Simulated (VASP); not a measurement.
# SnO2 (P4_2/mnm) in VASP: single point with r2SCAN

Aim: the single point of SnO2 with r2SCAN.

Program: VASP 6.6.1. These are calculated values, not measurements. Logs are shortened: lines on timing, memory, paths and dates and some standing lists are left out, and cuts for length are marked.

### 1 The crystal as given

Symmetry: P4_2/mnm, No. 136, tetragonal system. Conventional cell: a = 4.760 Å, b = 4.760 Å, c = 3.201 Å, α = 90.00°, β = 90.00°, γ = 90.00°. Sn (site symmetry mmm) has 6 O at 2.06 to 2.07 Å as nearest neighbours. O (site symmetry m2m) is surrounded by 3 Sn at 2.06 to 2.07 Å.

The cell is a database's computed one.

### 2 Single point, r2SCAN

Input file POSCAR:

```
SnO2
1.0
    4.7603989575      0.0000000000      0.0000000000
    0.0000000000      4.7603989575      0.0000000000
    0.0000000000      0.0000000000      3.2006849465
Sn O
2 4
Direct
    0.5000000000      0.5000000000      0.5000000000
    0.0000000000      0.0000000000      0.0000000000
    0.1939085915      0.8060914085      0.5000000000
    0.8060914085      0.1939085915      0.5000000000
    0.3060914085      0.3060914085      0.0000000000
    0.6939085915      0.6939085915      0.0000000000
```

Input file INCAR.step1:

```
SYSTEM = SnO2
PREC     = Accurate       ! precision mode
ENCUT    = 520            ! plane-wave cutoff, eV
ISMEAR   = 0              ! smearing method
SIGMA    = 0.02           ! smearing width, eV
LREAL    = .False.        ! projectors in reciprocal space
LASPH    = .True.         ! aspherical terms in the spheres
NELM     = 100            ! most SCF steps
NBANDS   = 35             ! bands
GGA      = PE             ! functional
ALGO     = Normal         ! electronic algorithm
EDIFF    = 1E-4           ! SCF threshold, eV
LWAVE    = .True.         ! write WAVECAR
LCHARG   = .False.        ! write CHGCAR
```

Input file INCAR.step2:

```
SYSTEM = SnO2
PREC     = Accurate       ! precision mode
ENCUT    = 520            ! plane-wave cutoff, eV
EDIFF    = 1E-6           ! SCF threshold, eV
ISMEAR   = 0              ! smearing method
SIGMA    = 0.02           ! smearing width, eV
LREAL    = .False.        ! projectors in reciprocal space
LASPH    = .True.         ! aspherical terms in the spheres
NELM     = 100            ! most SCF steps
ALGO     = Normal         ! electronic algorithm
ISIF     = 2              ! what is computed and relaxed
LWAVE    = .False.        ! write WAVECAR
LCHARG   = .False.        ! write CHGCAR
METAGGA  = R2SCAN         ! meta-GGA
LMIXTAU  = .True.       
NBANDS   = 35             ! bands
ISTART   = 1
```

Input file KPOINTS:

```
Automatic mesh
0
Gamma
  6 6 8
  0 0 0
```

Potentials or basis: VASP PAW PBE potentials, release 64 (Sn_d, O).

On the command line:

```bash
> cat potpaw_PBE.64/Sn_d/POTCAR potpaw_PBE.64/O/POTCAR > POTCAR
> cp INCAR.step1 INCAR
> mpirun -np 1 vasp_std > vasp.out
> cp INCAR.step2 INCAR
> mpirun -np 1 vasp_std > vasp.out
```

OUTCAR:

```text
SYSTEM = SnO2
   PREC = Accurate
   ENCUT = 520
   EDIFF = 1E-6
   ISMEAR = 0
   LREAL = .False.
   LASPH = .True.
   NELM = 100
   ISIF = 2
   METAGGA = R2SCAN
   ISTART = 1

 ion  position               nearest neighbor table
   1  0.500  0.500  0.500-   3 2.06   4 2.06   5 2.07   6 2.07   5 2.07   6 2.07   2 3.73   2 3.73
                             2 3.73   2 3.73   2 3.73   2 3.73   2 3.73   2 3.73
   2  0.000  0.000  0.000-   5 2.06   6 2.06   3 2.07   4 2.07   3 2.07   4 2.07   1 3.73   1 3.73
                             1 3.73   1 3.73   1 3.73   1 3.73   1 3.73   1 3.73
   3  0.194  0.806  0.500-   1 2.06   2 2.07   2 2.07
   4  0.806  0.194  0.500-   1 2.06   2 2.07   2 2.07
   5  0.306  0.306  0.000-   2 2.06   1 2.07   1 2.07
   6  0.694  0.694  0.000-   2 2.06   1 2.07   1 2.07

  LATTYP: Found a simple tetragonal cell.
 ALAT       =     4.7603989575
 C/A-ratio  =     0.6723564506

  Lattice vectors:

 A1 = (   4.7603989575,   0.0000000000,   0.0000000000)
 A2 = (   0.0000000000,   4.7603989575,   0.0000000000)
 A3 = (   0.0000000000,   0.0000000000,   3.2006849465)

Analysis of symmetry for initial positions (statically):
=====================================================================
 Subroutine PRICEL returns:
 Original cell was already a primitive cell.

 Routine SETGRP: Setting up the symmetry group for a
 simple tetragonal supercell.

 Subroutine GETGRP returns: Found 16 space group operations
 (whereof  8 operations were pure point group operations)
 out of a pool of 16 trial point group operations.

The static configuration has the point symmetry D_2h.
 The point group associated with its full space group is D_4h.

Analysis of symmetry for dynamics (positions and initial velocities):
=====================================================================
 Subroutine PRICEL returns:
 Original cell was already a primitive cell.

 Routine SETGRP: Setting up the symmetry group for a
 simple tetragonal supercell.

 Subroutine GETGRP returns: Found 16 space group operations
 (whereof  8 operations were pure point group operations)
 out of a pool of 16 trial point group operations.

The dynamic configuration has the point symmetry D_2h.
 The point group associated with its full space group is D_4h.

 Subroutine INISYM returns: Found 16 space group operations
 (whereof  8 operations are pure point group operations),
 and found     1 'primitive' translations

----------------------------------------------------------------------------------------

                                     Primitive cell

  volume of cell :      72.5320

  direct lattice vectors                    reciprocal lattice vectors
     4.760398957  0.000000000  0.000000000     0.210066427  0.000000000  0.000000000
     0.000000000  4.760398957  0.000000000     0.000000000  0.210066427  0.000000000
     0.000000000  0.000000000  3.200684947     0.000000000  0.000000000  0.312433125

  length of vectors
     4.760398957  4.760398957  3.200684947     0.210066427  0.210066427  0.312433125

  position of ions in fractional coordinates (direct lattice)
     0.500000000  0.500000000  0.500000000
     0.000000000  0.000000000  0.000000000
     0.193908591  0.806091409  0.500000000
     0.806091409  0.193908591  0.500000000
     0.306091409  0.306091409  0.000000000
     0.693908591  0.693908591  0.000000000

  ion indices of the primitive-cell ions
   primitive index   ion index
                 1           1
                 2           2
                 3           3
                 4           4
                 5           5
                 6           6

----------------------------------------------------------------------------------------

 KPOINTS: Automatic mesh

Automatic generation of k-mesh.
 Grid dimensions read from file:
 generate k-points for:    6    6    8

 Generating k-lattice:

  Cartesian coordinates                     Fractional coordinates (reciprocal lattice)
     0.035011071  0.000000000  0.000000000     0.166666667  0.000000000  0.000000000
     0.000000000  0.035011071  0.000000000     0.000000000  0.166666667  0.000000000
     0.000000000  0.000000000  0.039054141     0.000000000  0.000000000  0.125000000

  Length of vectors
     0.035011071  0.035011071  0.039054141

  Shift w.r.t. Gamma in fractional coordinates (k-lattice)
     0.000000000  0.000000000  0.000000000

 Subroutine IBZKPT returns following result:
 ===========================================

 Found     50 irreducible k-points:

 Following reciprocal coordinates:
            Coordinates               Weight
  0.000000  0.000000  0.000000      1.000000
  0.166667  0.000000  0.000000      4.000000
  0.333333  0.000000  0.000000      4.000000
  0.500000  0.000000  0.000000      2.000000
  0.166667  0.166667  0.000000      4.000000
  0.333333  0.166667  0.000000      8.000000
[... 16 lines left out ...]
  0.333333  0.000000  0.250000      8.000000
  0.500000  0.000000  0.250000      4.000000
 [... further k-points ...]
   k-points           NKPTS =     50   k-points in BZ     NKDIM =     50   number of bands    NBANDS=     35
   number of dos      NEDOS =    301   number of ions     NIONS =      6
   total plane-waves  NPLWV =  31104
   dimension x,y,z NGX =    36 NGY =   36 NGZ =   24
   dimension x,y,z NGXF=    72 NGYF=   72 NGZF=   48
   ions per type =               2   4
   NGX,Y,Z   is equivalent  to a cutoff of  12.57, 12.57, 12.47 a.u.
   NGXF,Y,Z  is equivalent  to a cutoff of  25.14, 25.14, 24.93 a.u.
 SYSTEM =  SnO2
   PREC   = accura    normal or accurate (medium, high low for compatibility)
   ISTART =      1    job   : 0-new  1-cont  2-samecut
   ICHARG =      0    charge: 1-file 2-atom 10-const
   ISPIN  =      1    spin polarized calculation?
   LNONCOLLINEAR =      F non collinear calculations
   LSORBIT =      F    spin-orbit coupling
   LASPH  =      T    aspherical Exc in radial PAW
   ENCUT  =  520.0 eV  38.22 Ry    6.18 a.u.   8.85  8.85  5.95*2*pi/ulx,y,z
   NELM   =    100;   NELMIN=  2; NELMDL=  0     # of ELM steps
   EDIFF  = 0.1E-05   stopping-criterion for ELM
   LREAL  =      F    real-space projection
   EDIFFG = 0.1E-04   stopping-criterion for IOM
   NSW    =      0    number of steps for IOM
   IBRION =     -1    ionic relax: 0-MD 1-quasi-New 2-CG
   NFREE  =      0    steps in history (QN), initial steepest desc. (CG)
   ISIF   =      2    stress and relaxation
   ISYM   =      2    0-nonsym 1-usesym 2-fastsym
   POTIM  = 0.5000    time-step for ionic-motion
   TEBEG  =    0.0;   TEEND  =   0.0 temperature during run
   PSTRESS=    0.0 pullay stress
   NELECT =      52.0000    total number of electrons
   NUPDOWN=      -1.0000    fix difference up-down
   EMIN   =  10.00;   EMAX   =-10.00  energy-range for DOS
   EFERMI =   0.00;   METHOD = LEGACY
   ISMEAR =     0;   SIGMA  =   0.02  broadening in eV -4-tet -1-fermi 0-gaus
   EFERMI_NEDOS =   21; number of points for ismear=-14 and -15
   IALGO  =     38    algorithm
   IMIX   =      4    mixing-type and parameters
     AMIX     =   0.40;   BMIX     =  1.00
     AMIX_MAG =   1.60;   BMIX_MAG =  1.00
  volume/ion in A,a.u.               =      12.09        81.58
  Fermi-wavevector in a.u.,A,eV,Ry     =   1.465208  2.768842 29.209473  2.146836
  Thomas-Fermi vector in A             =   2.581093
   LORBIT       =      0    0 simple, 1 ext, 2 COOP (PROOUT), +10 PAW based schemes
   METAGGA = R2SCAN    functional components
   LHFCALC =     F    Hartree Fock is set to
   AEXX    =    0.0000 exact exchange contribution
   IVDW    =     0    specifies the selected vdW correction
   LEPSILON=     F    determine dielectric tensor
   LRPA    =     F    only Hartree local field effects (RPA)
 non-spin polarized calculation
 Gauss-broadening in eV      SIGMA  =   0.02
  energy-cutoff  :      520.00
  volume of cell :       72.53
 maximum number of plane-waves:      1992
 NGX is ok and might be reduce to    36
   NGX = 17   NGY = 17   NGZ = 11

 number of electron      52.0000003 magnetization

 Free energy of the ion-electron system (eV)
  ---------------------------------------------------
  ext. energy  EPLUGINS =         0.00000000
  ---------------------------------------------------
  free energy    TOTEN  =       -84.62944511 eV

  energy without entropy =      -84.62944511  energy(sigma->0) =      -84.62944511

 E-fermi :   5.7386     XC(G=0): -11.9682

 val. band max:        5.5548208340   @ k =   0.0000   0.0000   0.0000
 cond. band min:       7.3512030358   @ k =   0.0000   0.0000   0.0000
 fundamental gap:      1.7963822018
 Fermi energy:         5.7386156314

 k-point     1 :       0.0000    0.0000    0.0000
  band No.  band energies     occupation
      1     -16.1808      2.00000
      2     -15.2718      2.00000
      3     -14.9683      2.00000
      4     -14.9683      2.00000
      5     -14.9452      2.00000
      6     -14.9043      2.00000
[... 27 lines left out ...]
     34      18.6408      0.00000
     35      18.9810      0.00000

 k-point     2 :       0.1667    0.0000    0.0000
  band No.  band energies     occupation
      1     -16.1337      2.00000
      2     -15.3304      2.00000
      3     -14.9667      2.00000
      4     -14.9666      2.00000
      5     -14.9471      2.00000
      6     -14.9446      2.00000
[... 27 lines left out ...]
     34      18.6060      0.00000
     35      18.9349      0.00000

 k-point     3 :       0.3333    0.0000    0.0000
  band No.  band energies     occupation
      1     -15.9960      2.00000
      2     -15.5284      2.00000
      3     -14.9718      2.00000
      4     -14.9634      2.00000
      5     -14.9633      2.00000
      6     -14.9534      2.00000
[... 27 lines left out ...]
     34      18.6074      0.00000
     35      18.8765      0.00000

 k-point     4 :       0.5000    0.0000    0.0000
  band No.  band energies     occupation
      1     -15.7814      2.00000
      2     -15.7814      2.00000
      3     -14.9641      2.00000
      4     -14.9641      2.00000
      5     -14.9617      2.00000
      6     -14.9617      2.00000
[... 27 lines left out ...]
     34      18.7654      0.00000
     35      19.1387      0.00000

 k-point     5 :       0.1667    0.1667    0.0000
  band No.  band energies     occupation
      1     -16.0982      2.00000
      2     -15.4023      2.00000
      3     -14.9688      2.00000
      4     -14.9685      2.00000
      5     -14.9631      2.00000
      6     -14.9364      2.00000
[... 638 lines left out ...]
 k-point    22 :       0.1667    0.0000    0.2500
  band No.  band energies     occupation
      1     -15.8999      2.00000
      2     -15.5915      2.00000
      3     -15.4645      2.00000
      4     -15.0138      2.00000
      5     -14.8740      2.00000
      6     -14.8438      2.00000
[... 27 lines left out ...]
     34      18.4692      0.00000
     35      18.7756      0.00000

 k-point    23 :       0.3333    0.0000    0.2500
  band No.  band energies     occupation
      1     -15.8838      2.00000
      2     -15.7236      2.00000
      3     -15.3414      2.00000
      4     -15.0596      2.00000
      5     -14.8462      2.00000
      6     -14.8410      2.00000
[... 27 lines left out ...]
     34      18.6136      0.00000
     35      18.8397      0.00000

 k-point    24 :       0.5000    0.0000    0.2500
  band No.  band energies     occupation
      1     -15.8271      2.00000
      2     -15.8271      2.00000
      3     -15.1892      2.00000
      4     -15.1892      2.00000
      5     -14.8388      2.00000
      6     -14.8388      2.00000
[... 27 lines left out ...]
     34      18.8067      0.00000
     35      19.0951      0.00000

 [... further k-points ...]

------------------------ aborting loop because EDIFF is reached ----------------------------------------

  FORCE on cell =-STRESS in cart. coord.  units (eV):
  Direction    XX          YY          ZZ          XY          YZ          ZX
  --------------------------------------------------------------------------------------
  -------------------------------------------------------------------------------------
  Total        0.4094501      0.4094501      0.6750092      0.0000000      0.0000000      0.0000000
  in kB        9.0444448      9.0444448     14.9104464      0.0000000      0.0000000      0.0000000
  external PRESSURE =      10.9997787 kB  Pullay stress =       0.0000000 kB

 VOLUME and BASIS-vectors are now :
 -----------------------------------------------------------------------------
  energy-cutoff  :      520.00
  volume of cell :       72.53
      direct lattice vectors                 reciprocal lattice vectors
     4.760398957  0.000000000  0.000000000     0.210066427  0.000000000  0.000000000
     0.000000000  4.760398957  0.000000000     0.000000000  0.210066427  0.000000000
     0.000000000  0.000000000  3.200684947     0.000000000  0.000000000  0.312433125

 POSITION                                       TOTAL-FORCE (eV/Angst)
 -----------------------------------------------------------------------------------
      2.38020      2.38020      1.60034         0.000000      0.000000      0.000000
      0.00000      0.00000      0.00000         0.000000      0.000000      0.000000
      0.92308      3.83732      1.60034         0.039926     -0.039926      0.000000
      3.83732      0.92308      1.60034        -0.039926      0.039926      0.000000
      1.45712      1.45712      0.00000        -0.039926     -0.039926      0.000000
      3.30328      3.30328      0.00000         0.039926      0.039926      0.000000
 -----------------------------------------------------------------------------------
    total drift:                                0.000000      0.000000      0.000000

  FREE ENERGIE OF THE ION-ELECTRON SYSTEM (eV)
  ---------------------------------------------------
  free  energy   TOTEN  =       -84.6294451111 eV

  energy  without entropy=      -84.6294451111  energy(sigma->0) =      -84.62944511
```

Wall time 2.8 min (1 thread of Intel Xeon Platinum 8559C (Emerald Rapids), shared host); peak memory 0.24 GiB.

Results:

* Free energy: -84.6294 eV
* Pressure: 1.1 GPa
* Largest force: 0.056 eV/Å
* Band gap on the k mesh: 1.80 eV, direct

Forces in eV/Å, atoms in the order of the input:
```
Sn   0.000  0.000  0.000
Sn   0.000  0.000  0.000
O    0.040 -0.040  0.000
O   -0.040  0.040  0.000
O   -0.040 -0.040  0.000
O    0.040  0.040  0.000
```

Caveat: the PAW data sets were made with another functional, which shifts forces and pressure a little; spin-orbit coupling is left out, which moves the levels of the heavy elements.
